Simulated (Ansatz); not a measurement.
**Residual resistivity of an alloy: Cu(111) with 4 layers of random Cu-Zn, 2x2**

Wanted: resistance against the alloy's length, first Cu(111) with 4 layers of random Cu-Zn, 2x2.

Program: Ansatz 0.2.0. Level of theory: Ansatz plane-wave DFT, PBE, PAW files; ballistic transport by layer matching (Landauer), zero bias; PAW set soft_1. Results are calculated unless marked as measured.

### 1. Set-up

The cell holds 40 atoms: 38 Cu and 2 Zn. Its edges and angles: a = 5.112 Å, b = 5.112 Å, c = 20.923 Å, α = 93.5°, β = 86.5°, γ = 120.0°. It derives from Cu. Regions: lead, 24 atoms (24 Cu); scattering region, 16 atoms (14 Cu and 2 Zn). The structure is stacked along c, and the current runs across the ab planes.

### 2. With 4 alloy layers

In 4 layers a share of 0.125 of the sites is given to Zn at random. The layers about the cell's end stay perfect and serve as the lead. Energies from -0.05 to 0.05 eV in steps of 0.05 eV are too few for the program's thermal sum, so it prints no conductance; for a metal the transmission near the Fermi level serves, at a fraction of the cost.

input.yaml reads:

```yaml
crystal:
  lattice:
    - [5.1123254594, 0.0, 0.0]
    - [-2.5561627297, 4.4274037203, 0.0]
    - [1.2780813649, -0.73790062, 20.8709812911]
  atoms:
    - { symbol: Cu, position: [0.9916666667, 0.0083333333, 0.05] }
    - { symbol: Cu, position: [0.9916666667, 0.5083333333, 0.05] }
    - { symbol: Cu, position: [0.4916666667, 0.0083333333, 0.05] }
    - { symbol: Cu, position: [0.4916666667, 0.5083333333, 0.05] }
    - { symbol: Cu, position: [0.1416666667, 0.3583333333, 0.15] }
    - { symbol: Cu, position: [0.1416666667, 0.8583333333, 0.15] }
    - { symbol: Cu, position: [0.6416666667, 0.3583333333, 0.15] }
    - { symbol: Cu, position: [0.6416666667, 0.8583333333, 0.15] }
    - { symbol: Cu, position: [0.2916666667, 0.2083333333, 0.25] }
    - { symbol: Cu, position: [0.2916666667, 0.7083333333, 0.25] }
    - { symbol: Cu, position: [0.7916666667, 0.2083333333, 0.25] }
    - { symbol: Cu, position: [0.7916666667, 0.7083333333, 0.25] }
    - { symbol: Cu, position: [0.9416666667, 0.0583333333, 0.35] }
    - { symbol: Cu, position: [0.9416666667, 0.5583333333, 0.35] }
    - { symbol: Cu, position: [0.4416666667, 0.0583333333, 0.35] }
    - { symbol: Cu, position: [0.4416666667, 0.5583333333, 0.35] }
    - { symbol: Cu, position: [0.0916666667, 0.4083333333, 0.45] }
    - { symbol: Cu, position: [0.0916666667, 0.9083333333, 0.45] }
    - { symbol: Cu, position: [0.5916666667, 0.4083333333, 0.45] }
    - { symbol: Cu, position: [0.5916666667, 0.9083333333, 0.45] }
    - { symbol: Cu, position: [0.2416666667, 0.2583333333, 0.55] }
    - { symbol: Cu, position: [0.2416666667, 0.7583333333, 0.55] }
    - { symbol: Cu, position: [0.7416666667, 0.2583333333, 0.55] }
    - { symbol: Cu, position: [0.7416666667, 0.7583333333, 0.55] }
    - { symbol: Zn, position: [0.8916666667, 0.1083333333, 0.65] }
    - { symbol: Cu, position: [0.8916666667, 0.6083333333, 0.65] }
    - { symbol: Cu, position: [0.3916666667, 0.1083333333, 0.65] }
    - { symbol: Zn, position: [0.3916666667, 0.6083333333, 0.65] }
    - { symbol: Cu, position: [0.0416666667, 0.4583333333, 0.75] }
    - { symbol: Cu, position: [0.0416666667, 0.9583333333, 0.75] }
    - { symbol: Cu, position: [0.5416666667, 0.4583333333, 0.75] }
    - { symbol: Cu, position: [0.5416666667, 0.9583333333, 0.75] }
    - { symbol: Cu, position: [0.1916666667, 0.3083333333, 0.85] }
    - { symbol: Cu, position: [0.1916666667, 0.8083333333, 0.85] }
    - { symbol: Cu, position: [0.6916666667, 0.3083333333, 0.85] }
    - { symbol: Cu, position: [0.6916666667, 0.8083333333, 0.85] }
    - { symbol: Cu, position: [0.8416666667, 0.1583333333, 0.95] }
    - { symbol: Cu, position: [0.8416666667, 0.6583333333, 0.95] }
    - { symbol: Cu, position: [0.3416666667, 0.1583333333, 0.95] }
    - { symbol: Cu, position: [0.3416666667, 0.6583333333, 0.95] }
kpoints:
  mp_grid: { grid: [5, 5, 1] }
hamiltonian:
  xc: pbe
  pseudopotentials: { kind: paw, azcp: { folder: soft_1 } }
scf:
  occupations: { method: fermi_dirac, width: 0.1 }
output:
  transmission:
    leads: [[0, 4]]
    kmesh: [10, 10]
    e_range: [-0.05, 0.05]
    de: 0.05
  write_potential: true
  write_density: true
  volumetric_format: npy
```

Launch:

```console
> ansatz run input.yaml --threads 4 --pin off --max-ram 15360MiB --backend cpu --events-out ev --progress --plain --runs-dir out
```

Numbers of over 12 decimals in the logs are rounded to 6 here.

Log:

```text
Engine: ansatz 0.2.0, aarch64-unknown-linux-gnu
Pseudopotentials: kind: paw
Pseudopotential: Cu, paw, valence charge 19, recommended cutoff 420 eV (normal), soft_1/Cu.paw.azcp
Pseudopotential: Zn, paw, valence charge 12, recommended cutoff 420 eV (normal), soft_1/Zn.paw.azcp
Functional definition: PBE
  parameter kappa = 0.804
  parameter beta = 0.066725
  exchange = pbe_x(kappa = kappa, mu = beta*pi^2/3)
  correlation = pbe_c(beta = beta)
Crystal: 40 atoms, lattice volume = 472.401 Å³
Basis set: ecut = 420 eV, 9295 PW (Γ)
Bands: 448, of which v1, the nominal top of the filled ones, is band 373 counted from 1 (372 counted from 0)
Symmetry: 8 space group operations
Space group: P2/m (ITA 10), of the structure as read, at distance tolerance 7.8e-5 Å
k-points: 9 of 25
Non-local potential: Cu, projectors of the file, l = 0: 3, l = 1: 2, l = 2: 3, l = 3: 1
Non-local potential: Zn, projectors of the file, l = 0: 2, l = 1: 2, l = 2: 3, l = 3: 1
PAW form: soft (Blöchl's): semilocal exchange-correlation on the pseudo side does not see the compensation charge
PAW one-centre angular grid: Cu, 590 points (default); XC on 64 Gauss nodes
PAW one-centre angular grid: Zn, 590 points (default); XC on 64 Gauss nodes
Initial density: superposition of atomic densities (chi_scale 0.1, normalization cell, long waves 47 % of neutral atoms (reshape's long-wave potential 1.47 eV rms, cloud 2.54 Å wide))
Initial wavefunctions: pseudopotential atomic-orbital guess
Functional: x = pbe(κ = 0.804, μ = 0.219515), c = pbe(β = 0.066725)
SCF iter   1: F=—  HF=-258438.632667 eV  |F-HF|=—  |Δ(HF+E_count)|=         —  Δρ=2.95e-1  dr2=6.85e2  ethr=3.10e-3  ⟨swp⟩=5.2  Hψ=15409  notcnv=0  defer=33
preconditioner: auto → Kerker (q_TF=auto, 2.944 Å⁻¹)  [metal: Δε(μ)=0.036 eV  Ē_g=9.348 eV  σ=0.100 eV  W_gap=0.09  n_scr=212 (ndim 8)  ℏωp=35.9 eV  f_vac=0.000  D(μ)=24.33/eV (n_scr^D=250)]
SCF iter   2: F=—  HF=-258405.205433 eV  |F-HF|=—  |Δ(HF+E_count)|=    3.34e1  Δρ=9.66e-2  dr2=2.47e2  ethr=3.10e-3  ⟨swp⟩=2.0  Hψ=7695  notcnv=0  defer=454
SCF iter   3: F=—  HF=-258398.030109 eV  |F-HF|=—  |Δ(HF+E_count)|=    7.18e0  Δρ=5.50e-2  dr2=7.81e1  ethr=3.10e-3  ⟨swp⟩=2.6  Hψ=6368  notcnv=0  defer=471
SCF iter   4: F=—  HF=-258395.622974 eV  |F-HF|=—  |Δ(HF+E_count)|=    2.41e0  Δρ=2.09e-2  dr2=3.65e1  ethr=3.10e-3  ⟨swp⟩=2.4  Hψ=5544  notcnv=0  defer=471
SCF iter   5: F=—  HF=-258395.765492 eV  |F-HF|=—  |Δ(HF+E_count)|=   1.43e-1  Δρ=7.47e-3  dr2=8.35e0  ethr=3.10e-3  ⟨swp⟩=2.0  Hψ=4751  notcnv=0  defer=479
SCF iter   6: F=—  HF=-258395.397463 eV  |F-HF|=—  |Δ(HF+E_count)|=   3.68e-1  Δρ=7.95e-3  dr2=1.63e0  ethr=1.12e-3  ⟨swp⟩=2.1  Hψ=4019  notcnv=0  defer=485
SCF iter   7: F=—  HF=-258395.418820 eV  |F-HF|=—  |Δ(HF+E_count)|=   2.14e-2  Δρ=5.74e-3  dr2=5.84e-1  ethr=2.18e-4  ⟨swp⟩=1.1  Hψ=4646  notcnv=0  defer=485
SCF iter   8: F=—  HF=-258395.396065 eV  |F-HF|=—  |Δ(HF+E_count)|=   2.28e-2  Δρ=1.74e-3  dr2=6.33e-2  ethr=7.82e-5  ⟨swp⟩=1.0  Hψ=3544  notcnv=0  defer=485
SCF iter   9: F=—  HF=-258395.396963 eV  |F-HF|=—  |Δ(HF+E_count)|=   8.98e-4  Δρ=6.51e-4  dr2=6.99e-3  ethr=8.49e-6  ⟨swp⟩=1.0  Hψ=3544  notcnv=0  defer=485
SCF iter  10: F=—  HF=-258395.397172 eV  |F-HF|=—  |Δ(HF+E_count)|=   2.09e-4  Δρ=4.40e-4  dr2=2.51e-3  ethr=9.37e-7  ⟨swp⟩=2.0  Hψ=3770  notcnv=0  defer=485
SCF iter  11: F=—  HF=-258395.397121 eV  |F-HF|=—  |Δ(HF+E_count)|=   5.06e-5  Δρ=1.43e-4  dr2=8.98e-5  ethr=3.37e-7  ⟨swp⟩=2.0  Hψ=4294  notcnv=0  defer=485
SCF iter  12: F=—  HF=-258395.396591 eV  |F-HF|=—  |Δ(HF+E_count)|=   5.30e-4  Δρ=5.53e-5  dr2=3.98e-5  ethr=1.20e-8  ⟨swp⟩=2.0  Hψ=5670  notcnv=0  defer=485
SCF iter  13: F=—  HF=-258395.396591 eV  |F-HF|=—  |Δ(HF+E_count)|=   2.80e-8  Δρ=3.11e-5  dr2=1.42e-5  ethr=5.34e-9  ⟨swp⟩=2.1  Hψ=5649  notcnv=0  defer=485
SCF iter  14: F=—  HF=-258395.396590 eV  |F-HF|=—  |Δ(HF+E_count)|=   7.68e-7  Δρ=1.40e-5  dr2=3.93e-6  ethr=1.90e-9  ⟨swp⟩=2.0  Hψ=5245  notcnv=0  defer=485
SCF iter  15: F=—  HF=-258395.396590 eV  |F-HF|=—  |Δ(HF+E_count)|=   2.26e-7  Δρ=5.63e-6  dr2=7.52e-7  ethr=5.27e-10  ⟨swp⟩=2.0  Hψ=5453  notcnv=0  defer=485
SCF iter  16: F=—  HF=-258395.396590 eV  |F-HF|=—  |Δ(HF+E_count)|=   1.09e-7  Δρ=3.91e-6  dr2=3.00e-7  ethr=1.01e-10  ⟨swp⟩=2.6  Hψ=5146  notcnv=0  defer=485
SCF iter  17: F=-258395.396590 eV  HF=-258395.396590 eV  |F-HF|=9.19e-8  |Δ(HF+E_count)|=   7.63e-9  Δρ=2.49e-6  dr2=8.58e-8  ethr=1.34e-11  ⟨swp⟩=7.1  Hψ=16646  notcnv=0
SCF 1 converged in 17 iterations: F = -258395.396590 eV  dr2 = 8.58e-8
  greatest PAW one-centre occupation: 1.000 electrons in one spin orbital (limit 2), on the Cu atom at site 30 (counted from 0), in its partial waves of l = 0
transmission: 99 of 930 steps passed
transmission: 189 of 930 steps passed
[...]
transmission: 930 of 930 steps passed
SCF converged after 17 iterations
Free energy (F): -258395.396590 eV
Harris-Foulkes:  -258395.396590 eV  (|F-HF|=9.19e-8)
Internal energy: -258394.925340 eV  (E = F + TS)
E sigma→0 (E₀):  -258395.160965 eV
Entropy (-TS):   -0.471250 eV (-11.781 meV/atom)
Fermi energy:    16.289393 eV
--- Per-component energies (eV) ---
  E_band       = -13800.660430
  E_kinetic    = 10248.585580
  E_local      = -177259.822209  (includes V_loc(G=0)·N_el)
  E_nonlocal   = 35438.593795
  E_hartree    = 75127.975911
  E_xc         = -2784.055876
  E_vxc        = -3494.834106  (∫ρ·V_xc dr)
  E_paw        = -72751.902091  (= ΣΔE_a)
  E_vpaw       = -28989.195888  (= ΣTr[D̂ρ^β])
  E_aug_tail   = 0.038566  (compensation charges beyond the density's cutoff)
  E_ewald      = -126414.339017
  E_smearing   = -0.471250  (= −TS)
  E_closure    = 0.000000  (closes the sum)
  Σ components = -258395.396590   (vs F -258395.396590, Δ=0.00e0)
--- Band table (eV; the first three rows and the last of 9) ---
  k-point 0: bands = [... 369 lower, 16.2458, 16.3762, 16.4658, 16.5163, 16.6968, 16.7832, 16.9554, 17.0032, ... 71 higher]
  k-point 1: bands = [... 369 lower, 15.8552, 15.8971, 16.0622, 16.2200, 16.2514, 16.2682, 16.3904, 16.5628, ... 71 higher]
  k-point 2: bands = [... 369 lower, 16.0126, 16.0317, 16.0585, 16.1545, 16.2397, 16.3633, 16.4608, 16.6971, ... 71 higher]
  k-point 8: bands = [... 369 lower, 16.0135, 16.0834, 16.0859, 16.1204, 16.3984, 16.4518, 16.4704, 16.5024, ... 71 higher]
--- Transmission ---
  basis      : 199 plane waves across, 30 finite elements along
  points     : 31, standing for a mesh of 10 x 10
  energies   : 3 from -0.050000 to 0.050000 eV about the Fermi level, 0.050000 eV apart; the leads are filled to 0.000000 eV, and channels, transmission and decay are at 0.000000 eV
  crystal 0  : Cu4, at the sites [0, 4], period 2.0871 Å, over 18.78 Å; its Hamiltonian steps by up to 1.7 meV
    offset         : up to 0.0000 Å between an atom of the period and one for which it stands
    channels       : 3.210000e0 a spin
    conductance    : none, the energies end too early or step too widely for 300 K: set another output.transmission.e_range or a lower de, or, where they end at an eighth of basis.ecutwfc, a higher one
  junction   : crystal 0 to crystal 0, 3.48 to 22.26 Å
    transmission   : 3.044500e0 a spin
    conductance    : none, the energies end too early or step too widely for 300 K: set another output.transmission.e_range or a lower de, or, where they end at an eighth of basis.ecutwfc, a higher one
```

Run time: 4 min. Hardware: 4 threads of Arm Neoverse V1, shared host; peak memory 4.4 GiB.

This step gave:

```yaml
free_energy: -258395.3966 eV
energy_at_zero_smearing: -258395.1610 eV
fermi_energy: 16.29 eV
cell_area: 22.63 Å²
transmission_per_spin_nearest_the_fermi_level: 3.045
open_channels_per_spin_nearest_the_fermi_level: 3.21
step_of_the_lead_s_potential: 1.7 meV
```

Per spin. Transmission, zone mean against energy, zero at the Fermi level:

```csv
energy (eV),"transmission, zone mean"
-0.0500,3.00
0.0000,3.04
0.0500,3.05
```

Per spin. The open channels, zone mean, lead stays at 3.21 for energy from -0.05 to 0.05 eV.

Transmission over k1 and k2. At 0.0000 eV from the Fermi level.

Ten even steps from '_' (2.09) to '@' (3.83):
```
==@@======@@==++====
====@@====@@====++==
======##::##======++
======::--==--======
@@@@@@##==__==##@@@@
========--==--::====
==++======##::##====
====++====@@====@@==
======++==@@======@@
@@========@@========
```
Columns: k1 (b1) from -0.5 to 0.4; rows upwards: k2 (b2) from -0.5 to 0.4.

Open channels over k1 and k2. At 0.0000 eV from the Fermi level.

Values, 10 rows by 10 columns:
```
3.00 4.00 3.00 3.00 3.00 4.00 3.00 3.00 3.00 3.00
3.00 3.00 4.00 3.00 3.00 4.00 3.00 3.00 3.00 3.00
3.00 3.00 3.00 4.00 3.00 4.00 3.00 3.00 3.00 3.00
3.00 3.00 3.00 3.00 3.00 3.00 3.00 3.00 3.00 3.00
4.00 4.00 4.00 4.00 3.00 3.00 3.00 4.00 4.00 4.00
3.00 3.00 3.00 3.00 3.00 3.00 3.00 3.00 3.00 3.00
3.00 3.00 3.00 3.00 3.00 4.00 3.00 4.00 3.00 3.00
3.00 3.00 3.00 3.00 3.00 4.00 3.00 3.00 4.00 3.00
3.00 3.00 3.00 3.00 3.00 4.00 3.00 3.00 3.00 4.00
4.00 3.00 3.00 3.00 3.00 4.00 3.00 3.00 3.00 3.00
```
Columns: k1 (b1) from -0.5 to 0.4; rows upwards: k2 (b2) from -0.5 to 0.4.

Over the solved energies the transmission per spin lies between 3.00 and 3.05, out of 3.21 channels of the lead on average (up to 3.21).

### 3. With 8 alloy layers

In 8 layers a share of 0.125 of the sites is given to Zn at random. A fresh draw is used; the growth of the resistance with length is what counts.

System of this step: Cu(111) with 8 layers of random Cu-Zn, 2x2. The cell holds 56 atoms: 52 Cu and 4 Zn. Its edges and angles: a = 5.112 Å, b = 5.112 Å, c = 29.257 Å, α = 87.5°, β = 92.5°, γ = 120.0°. It derives from Cu. Regions: lead, 24 atoms (24 Cu); scattering region, 32 atoms (28 Cu and 4 Zn). The structure is stacked along c, and the current runs across the ab planes.

input.yaml reads:

```yaml
crystal:
  lattice:
    - [5.1123254594, 0.0, 0.0]
    - [-2.5561627297, 4.4274037203, 0.0]
    - [-1.2780813649, 0.73790062, 29.2193738075]
  atoms:
    - { symbol: Cu, position: [0.005952381, 0.994047619, 0.0357142857] }
    - { symbol: Cu, position: [0.005952381, 0.494047619, 0.0357142857] }
    - { symbol: Cu, position: [0.505952381, 0.994047619, 0.0357142857] }
    - { symbol: Cu, position: [0.505952381, 0.494047619, 0.0357142857] }
    - { symbol: Cu, position: [0.1845238095, 0.3154761905, 0.1071428571] }
    - { symbol: Cu, position: [0.1845238095, 0.8154761905, 0.1071428571] }
    - { symbol: Cu, position: [0.6845238095, 0.3154761905, 0.1071428571] }
    - { symbol: Cu, position: [0.6845238095, 0.8154761905, 0.1071428571] }
    - { symbol: Cu, position: [0.3630952381, 0.1369047619, 0.1785714286] }
    - { symbol: Cu, position: [0.3630952381, 0.6369047619, 0.1785714286] }
    - { symbol: Cu, position: [0.8630952381, 0.1369047619, 0.1785714286] }
    - { symbol: Cu, position: [0.8630952381, 0.6369047619, 0.1785714286] }
    - { symbol: Cu, position: [0.0416666667, 0.9583333333, 0.25] }
    - { symbol: Cu, position: [0.0416666667, 0.4583333333, 0.25] }
    - { symbol: Zn, position: [0.5416666667, 0.9583333333, 0.25] }
    - { symbol: Cu, position: [0.5416666667, 0.4583333333, 0.25] }
    - { symbol: Cu, position: [0.2202380952, 0.2797619048, 0.3214285714] }
    - { symbol: Cu, position: [0.2202380952, 0.7797619048, 0.3214285714] }
    - { symbol: Cu, position: [0.7202380952, 0.2797619048, 0.3214285714] }
    - { symbol: Cu, position: [0.7202380952, 0.7797619048, 0.3214285714] }
    - { symbol: Cu, position: [0.3988095238, 0.1011904762, 0.3928571429] }
    - { symbol: Cu, position: [0.3988095238, 0.6011904762, 0.3928571429] }
    - { symbol: Cu, position: [0.8988095238, 0.1011904762, 0.3928571429] }
    - { symbol: Cu, position: [0.8988095238, 0.6011904762, 0.3928571429] }
    - { symbol: Cu, position: [0.0773809524, 0.9226190476, 0.4642857143] }
    - { symbol: Cu, position: [0.0773809524, 0.4226190476, 0.4642857143] }
    - { symbol: Cu, position: [0.5773809524, 0.9226190476, 0.4642857143] }
    - { symbol: Cu, position: [0.5773809524, 0.4226190476, 0.4642857143] }
    - { symbol: Zn, position: [0.255952381, 0.244047619, 0.5357142857] }
    - { symbol: Cu, position: [0.255952381, 0.744047619, 0.5357142857] }
    - { symbol: Cu, position: [0.755952381, 0.244047619, 0.5357142857] }
    - { symbol: Cu, position: [0.755952381, 0.744047619, 0.5357142857] }
    - { symbol: Cu, position: [0.4345238095, 0.0654761905, 0.6071428571] }
    - { symbol: Cu, position: [0.4345238095, 0.5654761905, 0.6071428571] }
    - { symbol: Cu, position: [0.9345238095, 0.0654761905, 0.6071428571] }
    - { symbol: Cu, position: [0.9345238095, 0.5654761905, 0.6071428571] }
    - { symbol: Cu, position: [0.1130952381, 0.8869047619, 0.6785714286] }
    - { symbol: Cu, position: [0.1130952381, 0.3869047619, 0.6785714286] }
    - { symbol: Zn, position: [0.6130952381, 0.8869047619, 0.6785714286] }
    - { symbol: Cu, position: [0.6130952381, 0.3869047619, 0.6785714286] }
    - { symbol: Cu, position: [0.2916666667, 0.2083333333, 0.75] }
    - { symbol: Cu, position: [0.2916666667, 0.7083333333, 0.75] }
    - { symbol: Cu, position: [0.7916666667, 0.2083333333, 0.75] }
    - { symbol: Zn, position: [0.7916666667, 0.7083333333, 0.75] }
    - { symbol: Cu, position: [0.4702380952, 0.0297619048, 0.8214285714] }
    - { symbol: Cu, position: [0.4702380952, 0.5297619048, 0.8214285714] }
    - { symbol: Cu, position: [0.9702380952, 0.0297619048, 0.8214285714] }
    - { symbol: Cu, position: [0.9702380952, 0.5297619048, 0.8214285714] }
    - { symbol: Cu, position: [0.1488095238, 0.8511904762, 0.8928571429] }
    - { symbol: Cu, position: [0.1488095238, 0.3511904762, 0.8928571429] }
    - { symbol: Cu, position: [0.6488095238, 0.8511904762, 0.8928571429] }
    - { symbol: Cu, position: [0.6488095238, 0.3511904762, 0.8928571429] }
    - { symbol: Cu, position: [0.3273809524, 0.1726190476, 0.9642857143] }
    - { symbol: Cu, position: [0.3273809524, 0.6726190476, 0.9642857143] }
    - { symbol: Cu, position: [0.8273809524, 0.1726190476, 0.9642857143] }
    - { symbol: Cu, position: [0.8273809524, 0.6726190476, 0.9642857143] }
kpoints:
  mp_grid: { grid: [5, 5, 1] }
hamiltonian:
  xc: pbe
  pseudopotentials: { kind: paw, azcp: { folder: soft_1 } }
scf:
  occupations: { method: fermi_dirac, width: 0.1 }
output:
  transmission:
    leads: [[0, 4]]
    kmesh: [10, 10]
    e_range: [-0.05, 0.05]
    de: 0.05
  write_potential: true
  write_density: true
  volumetric_format: npy
```

Log:

```text
[...]
Crystal: 56 atoms, lattice volume = 661.361 Å³
Basis set: ecut = 420 eV, 12983 PW (Γ)
Bands: 622, of which v1, the nominal top of the filled ones, is band 518 counted from 1 (517 counted from 0)
Symmetry: 2 space group operations
[...]
k-points: 9 of 25 (time reversal used)
[...]
SCF iter   1: F=—  HF=-357839.543681 eV  |F-HF|=—  |Δ(HF+E_count)|=         —  Δρ=2.75e-1  dr2=3.18e2  ethr=3.10e-3  ⟨swp⟩=5.4  Hψ=20628  notcnv=0  defer=83
[...]
SCF iter  16: F=-357786.701929 eV  HF=-357786.701929 eV  |F-HF|=4.84e-8  |Δ(HF+E_count)|=  2.91e-10  Δρ=2.20e-6  dr2=3.84e-8  ethr=9.65e-12  ⟨swp⟩=1.0  Hψ=11214  notcnv=0
SCF 1 converged in 16 iterations: F = -357786.701929 eV  dr2 = 3.84e-8
[...]
transmission: 141 of 1364 steps passed
transmission: 273 of 1364 steps passed
[...]
transmission: 1364 of 1364 steps passed
SCF converged after 16 iterations
Free energy (F): -357786.701929 eV
[...]
Internal energy: -357786.077025 eV  (E = F + TS)
E sigma→0 (E₀):  -357786.389477 eV
Entropy (-TS):   -0.624903 eV (-11.159 meV/atom)
Fermi energy:    16.244994 eV
[...]
--- Band table (eV; the first three rows and the last of 9) ---
  k-point 0: bands = [... 514 lower, 16.2432, 16.5017, 16.5432, 16.5553, 16.5794, 16.6646, 16.7692, 16.8915, ... 100 higher]
  k-point 1: bands = [... 514 lower, 15.9100, 15.9711, 16.0146, 16.1343, 16.1513, 16.2474, 16.2979, 16.3587, ... 100 higher]
  k-point 2: bands = [... 514 lower, 16.0004, 16.0291, 16.0943, 16.1804, 16.2476, 16.3401, 16.3794, 16.5421, ... 100 higher]
  k-point 8: bands = [... 514 lower, 15.9083, 16.0105, 16.0112, 16.1126, 16.1406, 16.3519, 16.4654, 16.4770, ... 100 higher]
--- Transmission ---
  basis      : 199 plane waves across, 44 finite elements along
  points     : 31, standing for a mesh of 10 x 10
[...]
channels       : 3.210000e0 a spin
[...]
junction   : crystal 0 to crystal 0, 0.70 to 27.83 Å
    transmission   : 2.925705e0 a spin
[...]
```

It took 11 min on 4 threads; peak memory 7.7 GiB; 42 min of CPU time.

This step gave:

* free energy: -357786.7019 eV
* energy at zero smearing: -357786.3895 eV
* Fermi energy: 16.24 eV
* transmission per spin nearest the Fermi level: 2.926
* step of the lead's potential: 13.2 meV

Per spin. Table of transmission, zone mean by energy, zero at the Fermi level:

```csv
energy (eV),"transmission, zone mean"
-0.0500,2.88
0.0000,2.93
0.0500,2.85
```

Over the solved energies the transmission per spin lies between 2.85 and 2.93, out of 3.21 channels of the lead on average (up to 3.21).

(Continued in part 2 of 2.)

[Logs are printed without paths, hosts, clocks, repeated set-up lines and the standing remarks that a program may print on its own settings, such as how far it seeks lower states.]

[Hosts, paths, dates, database ids (printed as entryN), source tags and the programs' standing remarks are cut or masked in the printed files.]
